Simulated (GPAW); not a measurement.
# ZnSe (Stilleite) (F-43m) in GPAW: notebook

The runs below take ZnSe (Stilleite) through equation of state, band structure, with PBE, M06-L.

Program: GPAW 26.7.0. These are calculated values, not measurements. Logs are shortened: lines on timing, memory, paths and dates and some standing lists are left out, and cuts for length are marked. The log counts tension as positive stress, the text compression.

**Measured values to compare with.**

From “Alloy Disordering Effects on the Thermal Conductivity and Energy Gap Temperature Dependence of Cd1−xZnxSe Ternary Crystals Grown by the Bridgman Method”, 2023, pmc:10253836, for a bulk crystal of ZnSe at 300 K: band gap 2.695 ± 0.003 eV (an exciton energy, a little under the gap).

How close the calculation comes is told below.

### 1 The crystal as given

The structure is cubic, space group F-43m (No. 216). The conventional cell has a = 5.668 Å, b = 5.668 Å, c = 5.668 Å, α = 90.00°, β = 90.00°, γ = 90.00°. Se (site symmetry -43m) is surrounded by 4 Zn at 2.45 Å. Zn (site symmetry -43m) has 4 Se at 2.45 Å as nearest neighbours.

### 2 Equation of state, PBE

Contents of run.py:

```python
from ase.eos import EquationOfState
from ase.io import Trajectory, read
from ase.units import GPa
from gpaw import GPAW

atoms = read('ZnSe.cif')

traj = Trajectory('eos.traj', 'w')
volumes, energies = [], []
for x in [0.94, 0.96, 0.98, 1.0, 1.02, 1.04, 1.06]:
    a = atoms.copy()
    a.set_cell(atoms.cell * x**(1 / 3), scale_atoms=True)
    calc = GPAW(mode='lcao',
                h=0.18,
                basis='sz(dzp)',
                xc='PBE',
                kpts={'size': (7, 7, 7), 'gamma': True},
                occupations={'name': 'fermi-dirac', 'width': 0.05},
                convergence={'density': 1e-05, 'energy': 1e-05},
                maxiter=150,
                txt=f'eos-{x:.2f}.txt')
    a.calc = calc
    energies.append(a.get_potential_energy(force_consistent=True))
    volumes.append(a.get_volume())
    calc.write(f'eos-{x:.2f}.gpw')
    traj.write(a)
    print(f'{x:.2f} {volumes[-1]:10.4f} A^3 {energies[-1]:14.6f} eV', flush=True)

v0, e0, B = EquationOfState(volumes, energies, eos='birchmurnaghan').fit()
print(f'V0 = {v0:.4f} A^3, E0 = {e0:.6f} eV, B0 = {B / GPa:.2f} GPa')
```

Contents of ZnSe.cif:

```cif
data_ZnSe
_cell_length_a 4.00759839
_cell_length_b 4.00759839
_cell_length_c 4.00759839
_cell_angle_alpha 60.00000000
_cell_angle_beta 60.00000000
_cell_angle_gamma 60.00000000
_space_group_name_H-M_alt 'P1'
_space_group_name_Hall 'P 1'
_space_group_IT_number 1
loop_
_space_group_symop_operation_xyz
'x,y,z'
loop_
_atom_site_label
_atom_site_type_symbol
_atom_site_symmetry_multiplicity
_atom_site_Wyckoff_symbol
_atom_site_fract_x
_atom_site_fract_y
_atom_site_fract_z
_atom_site_occupancy
Se1 Se 1 a 0.7500000000 0.7500000000 0.7500000000 1
Zn1 Zn 1 a 0.0000000000 0.0000000000 0.0000000000 1
```

Potentials or basis: GPAW PAW data sets (gpaw-data 1.2.1), lcao:sz(dzp).

Run with:

```sh
$ OMP_NUM_THREADS=1 python run.py
```

Output:

```text
__  _  _
 | _ |_)|_||  |
 |__||  | ||/\| - 26.7.0

Input parameters:
  mode=LCAO(),
  basis={'default': 'sz(dzp)'},
  convergence={'density': 1e-05, 'energy': 1e-05},
  h=0.18,
  kpts=MonkhorstPack(size=(7, 7, 7), gamma=True),
  maxiter=150,
  occupations=Occupations(name='fermi-dirac', width=0.05),
  xc=XC(name='PBE')

                        Se

       Zn

Atoms  # Å, Bohr magnetons
|   | symbol |        x |        y |        z |    initial magnetic moments |
|---|--------|----------|----------|----------|-----------------------------|
| 0 |     Se | 5.888682 | 3.399832 | 2.404044 | ( 0.0000,  0.0000,  0.0000) |
| 1 |     Zn | 0.000000 | 0.000000 | 0.000000 | ( 0.0000,  0.0000,  0.0000) |

Unit cell  # Å
| periodic |        x |        y |        z |  lengths |    angles |
|----------|----------|----------|----------|----------|-----------|
|      yes | 3.925788 | 0.000000 | 0.000000 | 3.925788 | 60.000000 |
|      yes | 1.962894 | 3.399832 | 0.000000 | 3.925788 | 60.000000 |
|      yes | 1.962894 | 1.133277 | 3.205392 | 3.925788 | 60.000000 |

Number of symmetries: 24
Symmetry operations  # r_c * U_cc + t_c -> r_c
|    | kind |            matrix            |
|----|------|------------------------------|
|  0 |  E   |  1, 0, 0,  0, 1, 0,  0, 0, 1 |
|  1 |  σ   |  1, 0, 0,  0, 0, 1,  0, 1, 0 |
|  2 |  σ   |  1, 0,-1,  0, 1,-1,  0, 0,-1 |
|  3 |  C3  |  1, 0,-1,  0, 0,-1,  0, 1,-1 |
|  4 |  C3  |  1,-1, 0,  0,-1, 1,  0,-1, 0 |
|  5 |  σ   |  1,-1, 0,  0,-1, 0,  0,-1, 1 |
|  6 |  σ   |  0, 1, 0,  1, 0, 0,  0, 0, 1 |
|  7 |  C3  |  0, 1, 0,  0, 0, 1,  1, 0, 0 |
|  8 |  C2  |  0, 1,-1,  1, 0,-1,  0, 0,-1 |
|  9 |  S4  |  0, 1,-1,  0, 0,-1,  1, 0,-1 |
| 10 |  C3  |  0, 0, 1,  1, 0, 0,  0, 1, 0 |
| 11 |  σ   |  0, 0, 1,  0, 1, 0,  1, 0, 0 |
| 12 |  S4  |  0, 0,-1,  1, 0,-1,  0, 1,-1 |
| 13 |  C3  |  0, 0,-1,  0, 1,-1,  1, 0,-1 |
| 14 |  S4  |  0,-1, 1,  1,-1, 0,  0,-1, 0 |
| 15 |  C2  |  0,-1, 1,  0,-1, 0,  1,-1, 0 |
| 16 |  C3  |  0,-1, 0,  1,-1, 0,  0,-1, 1 |
| 17 |  S4  |  0,-1, 0,  0,-1, 1,  1,-1, 0 |
| 18 |  S4  | -1, 1, 0, -1, 0, 1, -1, 0, 0 |
| 19 |  C3  | -1, 1, 0, -1, 0, 0, -1, 0, 1 |
| 20 |  C3  | -1, 0, 1, -1, 1, 0, -1, 0, 0 |
| 21 |  S4  | -1, 0, 1, -1, 0, 0, -1, 1, 0 |
| 22 |  σ   | -1, 0, 0, -1, 1, 0, -1, 0, 1 |
| 23 |  C2  | -1, 0, 0, -1, 0, 1, -1, 1, 0 |

BZ-sampling:
  Number of BZ points: 343
  Number of IBZ points: 20

  Monkhorst-Pack size: [7, 7, 7]
  Monkhorst-Pack shift: [0, 0, 0]

K-points  # in reciprocal-cell coordinates
|     |                                coordinates |     weight |
|-----|--------------------------------------------|------------|
|   0 | (  0.00000000,   0.00000000,   0.00000000) | 0.00291545 |
|   1 | (  0.14285714,   0.14285714,   0.00000000) | 0.01749271 |
|   2 | (  0.14285714,   0.14285714,   0.14285714) | 0.02332362 |
|   3 | (  0.28571429,   0.14285714,   0.14285714) | 0.03498542 |
|   4 | (  0.28571429,   0.28571429,   0.00000000) | 0.01749271 |
|   5 | (  0.28571429,   0.28571429,   0.14285714) | 0.06997085 |
|   6 | (  0.28571429,   0.28571429,   0.28571429) | 0.02332362 |
|   7 | (  0.42857143,  -0.28571429,  -0.28571429) | 0.03498542 |
|   8 | (  0.42857143,   0.28571429,  -0.42857143) | 0.13994169 |
|   9 | (  0.42857143,   0.28571429,  -0.28571429) | 0.06997085 |
| ... |                                            |            |
|  19 | (  0.42857143,   0.42857143,   0.42857143) | 0.02332362 |

basis functions: 13
Spin-components: 1 (collinear spins)
Bands:           13
Projectors:      11
Spin-degeneracy: 2
Datatype:        <class 'complex'>

Parallelization:
  kpt:    1
  domain: 1
  band:   1

Density:
  Valence electrons: 18.0
  Components: 1
  Grid points: [16 16 16]
  Charge: 0.0  # |e|

Potential:
  Grid points: [16 16 16]

species:
  Se:
    name:    Selenium
    Z:       34.0
    valence: 6
    core:    28
    charge:  0.0  # [|e|]
    compensation charges:
      type: gauss
      rc: 0.27  # [Å]
      lmax: 2
    cutoffs:
      filter: 1.77  # [Å]
      core: 2.67  # [Å]
    projectors
    | kind |    occ | energy [eV] | rcut [Å] |
    |------|--------|-------------|----------|
    |   4s |  2.000 |     -17.277 |    0.847 |
    |   4p |  4.000 |      -6.512 |    1.005 |
    |    s |        |       9.935 |    0.847 |
    |    p |        |      20.699 |    1.005 |
    |    d |        |       0.000 |    0.847 |

    LCAO basis set for Se:
      Name: sz(dzp)
      File: <dir>
      Number of radial functions: 2
      Number of spherical harmonics: 4
        l=0, rc=5.7344 Bohr: 4s-sz confined orbital
        l=1, rc=7.2656 Bohr: 4p-sz confined orbital
      Number of RI-basis functions 0

  Zn:
    name:    Zinc
    Z:       30.0
    valence: 12
    core:    18
    charge:  0.0  # [|e|]
    compensation charges:
      type: gauss
      rc: 0.37  # [Å]
      lmax: 2
    cutoffs:
      filter: 2.14  # [Å]
      core: 2.28  # [Å]
    projectors
    | kind |    occ | energy [eV] | rcut [Å] |
[... 99 lines left out ...]

K-points  # in reciprocal-cell coordinates
|     |                                coordinates |     weight |
|-----|--------------------------------------------|------------|
|   0 | (  0.00000000,   0.00000000,   0.00000000) | 0.00291545 |
|   1 | (  0.14285714,   0.14285714,   0.00000000) | 0.01749271 |
|   2 | (  0.14285714,   0.14285714,   0.14285714) | 0.02332362 |
|   3 | (  0.28571429,   0.14285714,   0.14285714) | 0.03498542 |
|   4 | (  0.28571429,   0.28571429,   0.00000000) | 0.01749271 |
|   5 | (  0.28571429,   0.28571429,   0.14285714) | 0.06997085 |
|   6 | (  0.28571429,   0.28571429,   0.28571429) | 0.02332362 |
|   7 | (  0.42857143,  -0.28571429,  -0.28571429) | 0.03498542 |
|   8 | (  0.42857143,   0.28571429,  -0.42857143) | 0.13994169 |
|   9 | (  0.42857143,   0.28571429,  -0.28571429) | 0.06997085 |
| ... |                                            |            |
|  19 | (  0.42857143,   0.42857143,   0.42857143) | 0.02332362 |

basis functions: 13
Spin-components: 1 (collinear spins)
Bands:           13
Projectors:      11
Spin-degeneracy: 2
Datatype:        <class 'complex'>

Parallelization:
  kpt:    1
  domain: 1
  band:   1

Density:
  Valence electrons: 18.0
  Components: 1
  Grid points: [16 16 16]
  Charge: 0.0  # |e|

Potential:
  Grid points: [16 16 16]

species:
  Se:
    name:    Selenium
    Z:       34.0
    valence: 6
    core:    28
    charge:  0.0  # [|e|]
    compensation charges:
      type: gauss
      rc: 0.27  # [Å]
      lmax: 2
    cutoffs:
      filter: 1.77  # [Å]
      core: 2.67  # [Å]
    projectors
    | kind |    occ | energy [eV] | rcut [Å] |
    |------|--------|-------------|----------|
    |   4s |  2.000 |     -17.277 |    0.847 |
    |   4p |  4.000 |      -6.512 |    1.005 |
    |    s |        |       9.935 |    0.847 |
    |    p |        |      20.699 |    1.005 |
    |    d |        |       0.000 |    0.847 |

    LCAO basis set for Se:
      Name: sz(dzp)
      File: <dir>
      Number of radial functions: 2
      Number of spherical harmonics: 4
        l=0, rc=5.7344 Bohr: 4s-sz confined orbital
        l=1, rc=7.2656 Bohr: 4p-sz confined orbital
      Number of RI-basis functions 0

  Zn:
    name:    Zinc
    Z:       30.0
    valence: 12
    core:    18
    charge:  0.0  # [|e|]
    compensation charges:
      type: gauss
      rc: 0.37  # [Å]
      lmax: 2
    cutoffs:
      filter: 2.14  # [Å]
      core: 2.28  # [Å]
    projectors
    | kind |    occ | energy [eV] | rcut [Å] |
    |------|--------|-------------|----------|
    |   4s |  2.000 |      -5.977 |    1.286 |
    |   4p |  0.000 |      -1.117 |    1.270 |
    |   3d | 10.000 |     -10.142 |    1.180 |
    |    s |        |      21.234 |    1.286 |
    |    p |        |      26.095 |    1.270 |
    |    d |        |      17.070 |    1.180 |

    LCAO basis set for Zn:
      Name: sz(dzp)
      File: <dir>
      Number of radial functions: 3
      Number of spherical harmonics: 9
        l=0, rc=8.1562 Bohr: 4s-sz confined orbital
        l=1, rc=12.4062 Bohr: 4p-sz confined orbital
        l=2, rc=4.3594 Bohr: 3d-sz confined orbital
      Number of RI-basis functions 0

Reference energy: -114964.858784  # eV

eigensolver:
  <gpaw.new.lcao.eigensolver.LCAOEigensolver object>
density mixing:
  MSR1-Mixer
  Pratt-step length: 0.05
  Maximum mixing coefficient: 0.75
  Old densities: 10
  SVD Regularization: 0.005
  Good broyden scale: 1.0
  Trust region scale: 1.0
  Backstep threshold: 4.0
  History deletion threshold: 6.0
  Fourier metric: weight=20.0, sigma=0.015

occupation numbers:
  Fermi-Dirac:
    width: 0.0500  # eV

FastPoissonSolver using
    Stencil: 12*3+1=37 point O(h^6) finite-difference Laplacian
    FFT axes: [np.int64(0), np.int64(1), np.int64(2)]
    FST axes: []

xc functional:
  name: PBE with 2 nearest neighbor stencil
interpolation: tri-quintic # 5. degree polynomial

convergence criteria:
- Maximum integral of absolute [dens]ity change: 1e-05 electrons / valence electron
- Maximum [total energy] change in last 3 cyles: 1e-05 eV / valence electron
- Maximum integral of absolute [eigenst]ate change: 4e-08 eV^2 / valence electron
maximum number of iterations: 150

SCF iterations
|iter     | |      energy | eigst |  dens |
|---------|-|-------------|-------|-------|
|iter:   1| |   -4.524171 |      c|       |
|iter:   2| |   -4.517731 |      c| -1.38 |
|iter:   3| |   -4.482372 |      c| -1.40 |
|iter:   4| |   -4.482008 |      c| -1.98 |
|iter:   5| |   -4.482029 |      c| -2.87 |
|iter:   6| |   -4.482027c|      c| -3.86 |
|iter:   7| |   -4.482027c|      c| -4.85 |
|iter:   8| |   -4.482027c|      c| -5.33c|

Converged in 8 steps
Energy contributions relative to reference atoms: (reference = -114964.858784)

Energy contributions:
  Kinetic:          35.216062
  Coulomb:         -29.627690
  Zero:              0.180538
  External:          0.000000
  Xc:              -10.250937
  Entropy:          -0.000000
  Spinorbit:         0.000000
  ----------------------------
  Free energy:      -4.482027
  Extrapolated:     -4.482027

dipole moment: (-8.936649, -5.159577, -3.648372)  # |e|*Ang

Fermi level: 5.398
Eigenvalues  # (at kpt = [0.000, 0.000, 0.000])
| band index |      eig [eV] | occ [0-2] |
|------------|---------------|-----------|
|          0 |        -9.225 |     2.000 |
|          1 |        -1.684 |     2.000 |
|          2 |        -1.684 |     2.000 |
|          3 |        -1.683 |     2.000 |
|          4 |        -1.088 |     2.000 |
|          5 |        -1.088 |     2.000 |
|          6 |         4.623 |     2.000 |
|          7 |         4.627 |     2.000 |
|          8 |         4.627 |     2.000 |
|          9 |         6.112 |     0.000 |
|         10 |        11.377 |     0.000 |
|         11 |        11.379 |     0.000 |
|         12 |        11.379 |     0.000 |

Gap: 1.485 eV
Transition (v -> c):
  (s=0, k=0, n=8, [0.00, 0.00, 0.00]) -> (s=0, k=0, n=9, [0.00, 0.00, 0.00])
No difference between direct/indirect transitions
# Writing to eos-0.94.gpw (mode='')
```

It took 75 s on 1 thread of Arm Neoverse V2, shared host; peak memory 0.2 GiB.

The run converged, but some of its settings lie outside the range that counts as converged, so its numbers aren't taken as properties of the crystal.

Results:

```
Equilibrium volume : 23.80 Å³/atom (rough: see the caveat)
Bulk modulus       : 193 GPa (rough)
```

Caveat: the energies scatter about the fit; the fit is doubtful: noisy points or a state that changes with volume; the real-space grid adds noise to forces; the basis of atomic orbitals isn't converged, which shifts pressures, moduli and gaps.

### 3 Band structure, M06-L, spin-orbit coupling, no magnetisation

Contents of run.py:

```python
import numpy as np
import spglib
from ase import Atoms
from ase.dft.bandgap import bandgap
from ase.io import read, write
from ase.units import GPa
from gpaw import GPAW, PW
from gpaw.spinorbit import soc_eigenstates

atoms = read('ZnSe.cif')
cell, positions, numbers = spglib.find_primitive(
    (atoms.cell[:], atoms.get_scaled_positions(), atoms.numbers), symprec=1e-4)
atoms = Atoms(numbers, cell=cell, scaled_positions=positions, pbc=True)

calc = GPAW(mode=PW(600),
            xc='M06-L',
            kpts={'size': (7, 7, 7), 'gamma': True},
            occupations={'name': 'fermi-dirac', 'width': 0.05},
            nbands=18,
            convergence={'density': 1e-05, 'energy': 1e-05},
            maxiter=150,
            txt='gpaw.txt')
atoms.calc = calc
energy = atoms.get_potential_energy()
forces = atoms.get_forces()
stress = atoms.get_stress()
calc.write('gs.gpw')
write('result.traj', atoms)
print(f'Energy: {energy:.6f} eV')
print('Forces (eV/A):')
print(forces.round(4))
print('Stress (GPa):', (stress / GPa).round(3))
print('Fermi level:', round(calc.get_fermi_level(), 4), 'eV')
print(f'Gap: {bandgap(calc)[0]:.4f} eV, direct: {bandgap(calc, direct=True)[0]:.4f} eV')

path = atoms.cell.bandpath('GXWKGLUWLK,UX', npoints=80, eps=1e-4)
bs_calc = calc.fixed_density(kpts=path, symmetry='off', nbands=29,
                             convergence={'bands': 'CBM+6.0', 'eigenstates': 1e-6}, txt='bands.txt')
bs = bs_calc.band_structure()
bs.write('bs.json')
print(f'Gap on the path: {bandgap(bs_calc)[0]:.4f} eV')

soc = soc_eigenstates(bs_calc, theta=0, phi=0, ignore_xc_potential=True)
np.savetxt('soc_bands.dat', soc.eigenvalues(), fmt='%.4f')
mesh = soc_eigenstates('gs.gpw', theta=0, phi=0, ignore_xc_potential=True)
np.savetxt('soc_mesh.dat', mesh.eigenvalues(), fmt='%.4f')
print('Fermi level with spin-orbit coupling:', round(mesh.fermi_level, 4), 'eV')
```

Contents of ZnSe.cif:

```cif
data_ZnSe
_cell_length_a 5.66760000
_cell_length_b 5.66760000
_cell_length_c 5.66760000
_cell_angle_alpha 90.00000000
_cell_angle_beta 90.00000000
_cell_angle_gamma 90.00000000
_space_group_name_H-M_alt 'F-43m'
_space_group_name_Hall 'F -4 2 3'
_space_group_IT_number 216
loop_
_space_group_symop_operation_xyz
'x,y,z'
'y,-x,-z'
'-x,-y,z'
'-y,x,-z'
'x,-y,-z'
'y,x,z'
'-x,y,-z'
'-y,-x,z'
'z,x,y'
'-z,y,-x'
'z,-x,-y'
'-z,-y,x'
'-z,x,-y'
'z,y,x'
'-z,-x,y'
'z,-y,-x'
'y,z,x'
'-x,-z,y'
'-y,z,-x'
'x,-z,-y'
'-y,-z,x'
'x,z,y'
'y,-z,-x'
'-x,z,-y'
'x,y+1/2,z+1/2'
'y,-x+1/2,-z+1/2'
'-x,-y+1/2,z+1/2'
'-y,x+1/2,-z+1/2'
'x,-y+1/2,-z+1/2'
'y,x+1/2,z+1/2'
'-x,y+1/2,-z+1/2'
'-y,-x+1/2,z+1/2'
'z,x+1/2,y+1/2'
'-z,y+1/2,-x+1/2'
'z,-x+1/2,-y+1/2'
'-z,-y+1/2,x+1/2'
'-z,x+1/2,-y+1/2'
'z,y+1/2,x+1/2'
'-z,-x+1/2,y+1/2'
'z,-y+1/2,-x+1/2'
'y,z+1/2,x+1/2'
'-x,-z+1/2,y+1/2'
'-y,z+1/2,-x+1/2'
'x,-z+1/2,-y+1/2'
'-y,-z+1/2,x+1/2'
'x,z+1/2,y+1/2'
'y,-z+1/2,-x+1/2'
'-x,z+1/2,-y+1/2'
'x+1/2,y,z+1/2'
'y+1/2,-x,-z+1/2'
'-x+1/2,-y,z+1/2'
'-y+1/2,x,-z+1/2'
'x+1/2,-y,-z+1/2'
'y+1/2,x,z+1/2'
'-x+1/2,y,-z+1/2'
'-y+1/2,-x,z+1/2'
'z+1/2,x,y+1/2'
'-z+1/2,y,-x+1/2'
'z+1/2,-x,-y+1/2'
'-z+1/2,-y,x+1/2'
'-z+1/2,x,-y+1/2'
'z+1/2,y,x+1/2'
'-z+1/2,-x,y+1/2'
'z+1/2,-y,-x+1/2'
'y+1/2,z,x+1/2'
'-x+1/2,-z,y+1/2'
'-y+1/2,z,-x+1/2'
'x+1/2,-z,-y+1/2'
'-y+1/2,-z,x+1/2'
'x+1/2,z,y+1/2'
'y+1/2,-z,-x+1/2'
'-x+1/2,z,-y+1/2'
'x+1/2,y+1/2,z'
'y+1/2,-x+1/2,-z'
'-x+1/2,-y+1/2,z'
'-y+1/2,x+1/2,-z'
'x+1/2,-y+1/2,-z'
'y+1/2,x+1/2,z'
'-x+1/2,y+1/2,-z'
'-y+1/2,-x+1/2,z'
'z+1/2,x+1/2,y'
'-z+1/2,y+1/2,-x'
'z+1/2,-x+1/2,-y'
'-z+1/2,-y+1/2,x'
'-z+1/2,x+1/2,-y'
'z+1/2,y+1/2,x'
'-z+1/2,-x+1/2,y'
'z+1/2,-y+1/2,-x'
'y+1/2,z+1/2,x'
'-x+1/2,-z+1/2,y'
'-y+1/2,z+1/2,-x'
'x+1/2,-z+1/2,-y'
'-y+1/2,-z+1/2,x'
'x+1/2,z+1/2,y'
'y+1/2,-z+1/2,-x'
'-x+1/2,z+1/2,-y'
loop_
_atom_site_label
_atom_site_type_symbol
_atom_site_symmetry_multiplicity
_atom_site_Wyckoff_symbol
_atom_site_fract_x
_atom_site_fract_y
_atom_site_fract_z
_atom_site_occupancy
Se1 Se 4 c 0.2500000000 0.2500000000 0.2500000000 1
Zn1 Zn 4 a 0.0000000000 0.0000000000 0.0000000000 1
```

Potentials or basis: GPAW PAW data sets (gpaw-data 1.2.1), pw.

Run with:

```sh
$ OMP_NUM_THREADS=1 python run.py
```

Wall time 2.8 min (1 thread of Arm Neoverse V2, shared host); peak memory 0.38 GiB.

The run converged. Its results:

* Free energy: -17.5701 eV
* Pressure: 2.3 GPa
* Band gap on the k mesh: 1.48 eV, direct
* Band gap along the path: 1.48 eV, direct

Levels at the corners of the path, in eV from the valence-band top:
```tsv
point	band 14	band 15	band 16	band 17	band 18	band 19	band 20	band 21	band 22	band 23
Γ	-0.38	0.00	0.00	0.00	0.00	1.48	1.48	6.14	6.14	6.29
X	-4.93	-2.42	-2.42	-2.24	-2.24	2.87	2.87	3.53	3.53	10.71
W	-4.81	-3.05	-2.86	-2.82	-2.80	5.23	5.25	5.82	5.98	7.42
K	-4.84	-3.33	-3.21	-1.93	-1.92	3.60	3.60	5.62	5.71	8.95
Γ	-0.38	0.00	0.00	0.00	0.00	1.48	1.48	6.14	6.14	6.29
L	-5.45	-1.12	-1.12	-0.88	-0.88	2.76	2.76	6.73	6.73	6.79
U	-4.84	-3.33	-3.21	-1.93	-1.92	3.60	3.60	5.62	5.71	8.95
W	-4.81	-3.05	-2.86	-2.82	-2.80	5.23	5.25	5.82	5.98	7.42
L	-5.45	-1.12	-1.12	-0.88	-0.88	2.76	2.76	6.73	6.73	6.79
K	-4.84	-3.33	-3.21	-1.93	-1.92	3.60	3.60	5.62	5.71	8.95
U	-4.84	-3.33	-3.21	-1.93	-1.92	3.60	3.60	5.62	5.71	8.95
X	-4.93	-2.42	-2.42	-2.24	-2.24	2.87	2.87	3.53	3.53	10.71
```

Caveat: spin-orbit coupling was added after a scalar SCF, so levels and gaps hold it while energy, forces, pressure and moments don't; this program's spin-orbit splittings come out too wide for heavy elements; the PAW data sets were made with another functional, which shifts forces and pressure a little.

### 4 Comparison with measurements

Step 3. Measured gap of ZnSe: 2.695 eV (an exciton energy, a little under the gap; 300 K; “Alloy Disordering Effects on the Thermal Conductivity and Energy Gap Temperature Dependence of Cd1−xZnxSe Ternary Crystals Grown by the Bridgman Method”, 2023, pmc:10253836). This calculation gives 1.48 eV (-1.21 eV). The value is that of M06-L, without temperature or zero-point motion.
